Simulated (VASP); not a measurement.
# Hg (P-1) in VASP: reference runs

Reference runs on Hg: the cell as given and a disturbed copy.

Program: VASP 6.6.1. These are calculated values, not measurements. Logs are shortened: lines on timing, memory, paths and dates and some standing lists are left out, and cuts for length are marked.

## Step 1: Starting point

The typed cell holds 3 atoms: a = 3.321 Å, b = 3.410 Å, c = 8.295 Å, α = 95.86°, β = 96.63°, γ = 115.57°.

## Step 2: Single point, PBE

INCAR

```
  PREC = Accurate
  ENCUT = 520
  EDIFF = 1E-7
  ISMEAR = -1
  SIGMA = 0.05
  LREAL = F
  LASPH = T
  NELM = 80
  ALGO = Normal
  ISIF = 2
  LWAVE = F
  LCHARG = F
  GGA = PE
  NBANDS = 25
```

KPOINTS

```
Automatic mesh
0
Gamma
  9 9 4
```

POSCAR

```
Hg
1.0
    3.3205578694      0.0000000000      0.0000000000
   -1.4721436807      3.0761348998      0.0000000000
   -0.9583293978     -1.3972993748      8.1206091033
Hg
3
Direct
    0.0000000000      0.0000000000      0.0000000000
    0.4139298800      0.2585777100      0.6647421900
    0.5860701200      0.7414222900      0.3352578100
```

Potentials or basis: VASP PAW PBE potentials, release 64 (Hg).

Run with:

```sh
> cat potpaw_PBE.64/Hg/POTCAR > POTCAR
> mpirun -np 1 vasp_std > vasp.out
```

OUTCAR:

```text
PREC = Accurate
   ENCUT = 520
   EDIFF = 1E-7
   ISMEAR = -1
   LREAL = F
   LASPH = T
   NELM = 80
   ISIF = 2
   GGA = PE

 ion  position               nearest neighbor table
   1  0.000  0.000  0.000-   2 3.28   3 3.28   3 3.31   2 3.31   2 3.61   3 3.61
   2  0.414  0.259  0.665-   1 3.28   3 3.31   1 3.31   3 3.34   3 3.35   1 3.61
   3  0.586  0.741  0.335-   1 3.28   2 3.31   1 3.31   2 3.34   2 3.35   1 3.61

  LATTYP: Found a triclinic cell.
 ALAT       =     3.3205578694
 B/A-ratio  =     1.0807719895
 C/A-ratio  =     2.5814531301
 COS(alpha) =     0.0022135860
 COS(beta)  =     0.2755793060
 COS(gamma) =     0.5150556549

  Lattice vectors:

 A1 = (   3.3205578694,   0.0000000000,   0.0000000000)
 A2 = (   1.8484141887,   3.0761348998,   0.0000000000)
 A3 = (   2.3622284716,  -1.3972993748,   8.1206091033)

Analysis of symmetry for initial positions (statically):
=====================================================================
 Subroutine PRICEL returns:
 Original cell was already a primitive cell.

 Routine SETGRP: Setting up the symmetry group for a
 triclinic supercell.

 Subroutine GETGRP returns: Found  2 space group operations
 (whereof  2 operations were pure point group operations)
 out of a pool of  2 trial point group operations.

The static configuration has the point symmetry S_2 .

Analysis of symmetry for dynamics (positions and initial velocities):
=====================================================================
 Subroutine PRICEL returns:
 Original cell was already a primitive cell.

 Routine SETGRP: Setting up the symmetry group for a
 triclinic supercell.

 Subroutine GETGRP returns: Found  2 space group operations
 (whereof  2 operations were pure point group operations)
 out of a pool of  2 trial point group operations.

The dynamic configuration has the point symmetry S_2 .

 Subroutine INISYM returns: Found  2 space group operations
 (whereof  2 operations are pure point group operations),
 and found     1 'primitive' translations

----------------------------------------------------------------------------------------

                                     Primitive cell

  volume of cell :      82.9478

  direct lattice vectors                    reciprocal lattice vectors
     3.320557869  0.000000000  0.000000000     0.301154215  0.144123158  0.060338840
    -1.472143681  3.076134900  0.000000000     0.000000000  0.325083273  0.055936525
    -0.958329398 -1.397299375  8.120609103     0.000000000  0.000000000  0.123143472

  length of vectors
     3.320557869  3.410251155  8.295488713     0.339272931  0.329860620  0.123143472

  position of ions in fractional coordinates (direct lattice)
     0.000000000  0.000000000  0.000000000
     0.413929880  0.258577710  0.664742190
     0.586070120  0.741422290  0.335257810

  ion indices of the primitive-cell ions
   primitive index   ion index
                 1           1
                 2           2
                 3           3

----------------------------------------------------------------------------------------

 KPOINTS: Automatic mesh

Automatic generation of k-mesh.
 Grid dimensions read from file:
 generate k-points for:    9    9    4

 Generating k-lattice:

  Cartesian coordinates                     Fractional coordinates (reciprocal lattice)
     0.033461579  0.016013684  0.006704316     0.111111111 -0.000000000  0.000000000
     0.000000000  0.036120364  0.006215169     0.000000000  0.111111111  0.000000000
     0.000000000  0.000000000  0.030785868     0.000000000  0.000000000  0.250000000

  Length of vectors
     0.037696992  0.036651180  0.030785868

  Shift w.r.t. Gamma in fractional coordinates (k-lattice)
     0.000000000  0.000000000  0.000000000

 Subroutine IBZKPT returns following result:
 ===========================================

 Found    163 irreducible k-points:

 Following reciprocal coordinates:
            Coordinates               Weight
  0.000000  0.000000  0.000000      1.000000
  0.111111 -0.000000  0.000000      2.000000
  0.222222  0.000000  0.000000      2.000000
  0.333333  0.000000  0.000000      2.000000
  0.444444  0.000000  0.000000      2.000000
  0.000000  0.111111 -0.000000      2.000000
[... 16 lines left out ...]
 -0.111111  0.222222  0.000000      2.000000
  0.000000  0.333333  0.000000      2.000000
 [... further k-points ...]
   k-points           NKPTS =    163   k-points in BZ     NKDIM =    163   number of bands    NBANDS=     25
   number of dos      NEDOS =    301   number of ions     NIONS =      3
   total plane-waves  NPLWV =  50176
   dimension x,y,z NGX =    28 NGY =   28 NGZ =   64
   dimension x,y,z NGXF=    56 NGYF=   56 NGZF=  128
   ions per type =               3
   NGX,Y,Z   is equivalent  to a cutoff of  14.02, 13.65, 12.83 a.u.
   NGXF,Y,Z  is equivalent  to a cutoff of  28.04, 27.30, 25.65 a.u.
 SYSTEM =  unknown system
   PREC   = accura    normal or accurate (medium, high low for compatibility)
   ISTART =      0    job   : 0-new  1-cont  2-samecut
   ICHARG =      2    charge: 1-file 2-atom 10-const
   ISPIN  =      1    spin polarized calculation?
   LNONCOLLINEAR =      F non collinear calculations
   LSORBIT =      F    spin-orbit coupling
   LASPH  =      T    aspherical Exc in radial PAW
   ENCUT  =  520.0 eV  38.22 Ry    6.18 a.u.   6.17  6.34 15.42*2*pi/ulx,y,z
   NELM   =     80;   NELMIN=  2; NELMDL= -5     # of ELM steps
   EDIFF  = 0.1E-06   stopping-criterion for ELM
   LREAL  =      F    real-space projection
   EDIFFG = 0.1E-05   stopping-criterion for IOM
   NSW    =      0    number of steps for IOM
   IBRION =     -1    ionic relax: 0-MD 1-quasi-New 2-CG
   NFREE  =      0    steps in history (QN), initial steepest desc. (CG)
   ISIF   =      2    stress and relaxation
   ISYM   =      2    0-nonsym 1-usesym 2-fastsym
   POTIM  = 0.5000    time-step for ionic-motion
   TEBEG  =    0.0;   TEEND  =   0.0 temperature during run
   PSTRESS=    0.0 pullay stress
   NELECT =      36.0000    total number of electrons
   NUPDOWN=      -1.0000    fix difference up-down
   EMIN   =  10.00;   EMAX   =-10.00  energy-range for DOS
   EFERMI =   0.00;   METHOD = LEGACY
   ISMEAR =    -1;   SIGMA  =   0.05  broadening in eV -4-tet -1-fermi 0-gaus
   EFERMI_NEDOS =   21; number of points for ismear=-14 and -15
   IALGO  =     38    algorithm
   IMIX   =      4    mixing-type and parameters
     AMIX     =   0.40;   BMIX     =  1.00
     AMIX_MAG =   1.60;   BMIX_MAG =  1.00
  volume/ion in A,a.u.               =      27.65       186.59
  Fermi-wavevector in a.u.,A,eV,Ry     =   1.239483  2.342284 20.902884  1.536319
  Thomas-Fermi vector in A             =   2.373965
   LORBIT       =      0    0 simple, 1 ext, 2 COOP (PROOUT), +10 PAW based schemes
   GGA     = PE    functional components
   LHFCALC =     F    Hartree Fock is set to
   AEXX    =    0.0000 exact exchange contribution
   IVDW    =     0    specifies the selected vdW correction
   LEPSILON=     F    determine dielectric tensor
   LRPA    =     F    only Hartree local field effects (RPA)
 non-spin polarized calculation
  energy-cutoff  :      520.00
  volume of cell :       82.95
 maximum number of plane-waves:      2251
 NGX is ok and might be reduce to    28
   NGX = 13   NGY = 13   NGZ = 31

 number of electron      36.0000006 magnetization

 Free energy of the ion-electron system (eV)
  ---------------------------------------------------
  ext. energy  EPLUGINS =         0.00000000
  ---------------------------------------------------
  free energy    TOTEN  =        -0.51716938 eV

  energy without entropy =       -0.51014558  energy(sigma->0) =       -0.51365748

 E-fermi :   1.3917     XC(G=0):  -9.9968

 val. band max:        1.3743064645   @ k =   0.4444   0.3333   0.5000
 cond. band min:       1.3936889021   @ k =   0.4444   0.3333   0.2500
 fundamental gap:      0.0193824376
 Fermi energy:         1.3917176869

 k-point     1 :       0.0000    0.0000    0.0000
  band No.  band energies     occupation
      1      -6.2529      2.00000
      2      -5.5097      2.00000
      3      -5.4749      2.00000
      4      -5.1394      2.00000
      5      -5.0914      2.00000
      6      -5.0424      2.00000
[... 17 lines left out ...]
     24      13.1268      0.00000
     25      14.3771      0.00000

 k-point     2 :       0.1111   -0.0000    0.0000
  band No.  band energies     occupation
      1      -6.0162      2.00000
      2      -5.4145      2.00000
      3      -5.3394      2.00000
      4      -5.1184      2.00000
      5      -5.0854      2.00000
      6      -4.9739      2.00000
[... 17 lines left out ...]
     24      12.0168      0.00000
     25      13.5507      0.00000

 k-point     3 :       0.2222    0.0000    0.0000
  band No.  band energies     occupation
      1      -5.4923      2.00000
      2      -5.3478      2.00000
      3      -5.1830      2.00000
      4      -5.1060      2.00000
      5      -5.0509      2.00000
      6      -4.9948      2.00000
[... 17 lines left out ...]
     24      10.7342      0.00000
     25      11.3909      0.00000

 k-point     4 :       0.3333    0.0000    0.0000
  band No.  band energies     occupation
      1      -5.4612      2.00000
      2      -5.4225      2.00000
      3      -5.3232      2.00000
      4      -5.2091      2.00000
      5      -5.1481      2.00000
      6      -4.9755      2.00000
[... 17 lines left out ...]
     24       9.1340      0.00000
     25      10.8507      0.00000

 k-point     5 :       0.4444    0.0000    0.0000
  band No.  band energies     occupation
      1      -5.5817      2.00000
      2      -5.5218      2.00000
      3      -5.3851      2.00000
      4      -5.3134      2.00000
      5      -5.2076      2.00000
      6      -5.0181      2.00000
[... 17 lines left out ...]
     24       8.9909      0.00000
     25      10.1116      0.00000

 k-point     6 :       0.0000    0.1111   -0.0000
  band No.  band energies     occupation
      1      -6.0355      2.00000
      2      -5.4313      2.00000
      3      -5.3853      2.00000
      4      -5.1355      2.00000
      5      -5.0985      2.00000
      6      -5.0298      2.00000
[... 17 lines left out ...]
     24      12.4845      0.00000
     25      13.3503      0.00000
[... 393 lines left out ...]
 k-point    21 :      -0.3333    0.2222    0.0000
  band No.  band energies     occupation
      1      -5.3969      2.00000
      2      -5.2491      2.00000
      3      -5.1906      2.00000
      4      -5.1155      2.00000
      5      -5.0775      2.00000
      6      -4.9954      2.00000
[... 17 lines left out ...]
     24       9.1336      0.00000
     25       9.3539      0.00000

 k-point    22 :      -0.2222    0.2222   -0.0000
  band No.  band energies     occupation
      1      -5.5379      2.00000
      2      -5.2068      2.00000
      3      -5.1836      2.00000
      4      -5.0544      2.00000
      5      -5.0074      2.00000
      6      -4.9646      2.00000
[... 17 lines left out ...]
     24       9.8046      0.00000
     25       9.9705      0.00000

 k-point    23 :      -0.1111    0.2222    0.0000
  band No.  band energies     occupation
      1      -5.6300      2.00000
      2      -5.2759      2.00000
      3      -5.2198      2.00000
      4      -5.0949      2.00000
      5      -5.0496      2.00000
      6      -5.0146      2.00000
[... 17 lines left out ...]
     24      11.7850      0.00000
     25      12.2543      0.00000

 k-point    24 :       0.0000    0.3333    0.0000
  band No.  band energies     occupation
      1      -5.5148      2.00000
      2      -5.4448      2.00000
      3      -5.4000      2.00000
      4      -5.2434      2.00000
      5      -5.1973      2.00000
      6      -5.0409      2.00000
[... 17 lines left out ...]
     24      10.2321      0.00000
     25      10.5769      0.00000

 [... further k-points ...]

------------------------ aborting loop because EDIFF is reached ----------------------------------------

  FORCE on cell =-STRESS in cart. coord.  units (eV):
  Direction    XX          YY          ZZ          XY          YZ          ZX
  --------------------------------------------------------------------------------------
  -------------------------------------------------------------------------------------
  Total        0.4047205      0.4580244      0.4663529      0.0651422     -0.0216015      0.0046341
  in kB        7.8173720      8.8469623      9.0078302      1.2582534     -0.4172426      0.0895097
  external PRESSURE =       8.5573882 kB  Pullay stress =       0.0000000 kB

 VOLUME and BASIS-vectors are now :
 -----------------------------------------------------------------------------
  energy-cutoff  :      520.00
  volume of cell :       82.95
      direct lattice vectors                 reciprocal lattice vectors
     3.320557869  0.000000000  0.000000000     0.301154215  0.144123158  0.060338840
    -1.472143681  3.076134900  0.000000000     0.000000000  0.325083273  0.055936525
    -0.958329398 -1.397299375  8.120609103     0.000000000  0.000000000  0.123143472

 POSITION                                       TOTAL-FORCE (eV/Angst)
 -----------------------------------------------------------------------------------
      0.00000      0.00000      0.00000         0.000000     -0.000000      0.000000
      0.35677     -0.13342      5.39811        -0.007405      0.022735      0.012245
      0.53331      1.81226      2.72250         0.007405     -0.022735     -0.012245
 -----------------------------------------------------------------------------------
    total drift:                               -0.000000      0.000000      0.000000

  FREE ENERGIE OF THE ION-ELECTRON SYSTEM (eV)
  ---------------------------------------------------
  free  energy   TOTEN  =        -0.5171693770 eV

  energy  without entropy=       -0.5101455799  energy(sigma->0) =       -0.51365748
```

Run time: 95 s. Hardware: 1 thread of Intel Xeon 6975P-C (Granite Rapids), shared host; peak memory 0.39 GiB.

What came out:

```yaml
Free_energy: -0.5172 eV
Pressure: 0.9 GPa
Largest_force: 0.027 eV/Å
Band_gap_on_the_k_mesh: none (metal or under the smearing width)
```

Forces in eV/Å, atoms in the order of the input:
```
Hg   0.000  0.000  0.000
Hg  -0.007  0.023  0.012
Hg   0.007 -0.023 -0.012
```

Levels at points of the mesh, in eV from the Fermi level:
| k point | band 16 | band 17 | band 18 | band 19 | band 20 | band 21 |
| --- | --- | --- | --- | --- | --- | --- |
| (0.00, 0.00, 0.00) | -5.57 | -4.57 | -4.51 | 3.80 | 3.87 | 10.37 |
| (0.00, 0.00, 0.50) | -5.61 | -5.41 | -1.37 | -0.59 | 9.53 | 9.68 |

The run has no spin-orbit coupling, so splittings on Hg are missing.

## Step 3: Single point, PBE (atoms moved at random, drawn with an rms of 0.05 Å)

INCAR

```
PREC = Accurate
ENCUT = 520
EDIFF = 1E-7
ISMEAR = -1
SIGMA = 0.05
LREAL = False
LASPH = True
NELM = 60
ALGO = Normal
ISIF = 2
LWAVE = False
LCHARG = True
GGA = PE
LELF = True
LVHAR = True
NBANDS = 25
```

KPOINTS is that of step 2.

POSCAR

```
Hg
1.0
    3.3205578694      0.0000000000      0.0000000000
   -1.4721436807      3.0761348998      0.0000000000
   -0.9583293978     -1.3972993748      8.1206091033
Hg
3
Direct
   -0.0055360000     -0.0213070000     -0.0055250000
    0.4126400000      0.2750730000      0.6590740000
    0.5887670000      0.7450180000      0.3377070000
```

Potentials or basis: VASP PAW PBE potentials, release 64 (Hg).

Run with:

```sh
> cat potpaw_PBE.64/Hg/POTCAR > POTCAR
> mpirun -np 1 vasp_std > vasp.out
```

Run time: 99 s. Hardware: 1 thread of Intel Xeon 6975P-C (Granite Rapids), shared host; peak memory 0.39 GiB.

It converged, with:

| Quantity | Value |
| --- | --- |
| Free energy | -0.5134 eV |
| Pressure | 0.9 GPa |
| Largest force | 0.123 eV/Å |
| Band gap on the k mesh | none (metal or under the smearing width) |

Forces on the atoms (eV/Å):
```
Hg   0.000  0.013  0.051
Hg  -0.010  0.007  0.070
Hg   0.011 -0.019 -0.121
```

Stress tensor (GPa, compression positive):
```
 0.80  0.10  0.01
 0.10  0.97 -0.04
 0.01 -0.04  0.93
```

Levels at points of the mesh, in eV from the Fermi level:
```
           k point  band 16  band 17  band 18  band 19  band 20  band 21
(0.00, 0.00, 0.00)    -5.58    -4.64    -4.43     3.72     3.95    10.35
(0.00, 0.00, 0.50)    -5.62    -5.40    -1.37    -0.59     9.39     9.66
```
